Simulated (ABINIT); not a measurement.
Be:

```xyz
2
Lattice="2.2853 0.0000 0.0000 -1.1426 1.9791 0.0000 0.0000 0.0000 3.5842" Properties=species:S:1:pos:R:3 pbc="T T T"
Be    1.1427    0.6597    2.6882
Be    0.0000    1.3194    0.8961
```

Program: ABINIT 10.8.3 (patched build). Alike in all runs: task band structure; potentials or basis JTH PAW PBE v2.0; no spin polarisation; cell as given; k mesh 13 × 13 × 8; cutoff (eV) 626; smearing fermi-dirac 0.05 eV.

Order these runs on this cell by their pressure, lowest first.
A. level LDA
B. level revPBE
C. level PBE

A (-8.6 GPa), C (-3.2 GPa), B (-0.7 GPa).

Caveats: the PAW data sets were made with another functional, which shifts forces and pressure a little (some runs).
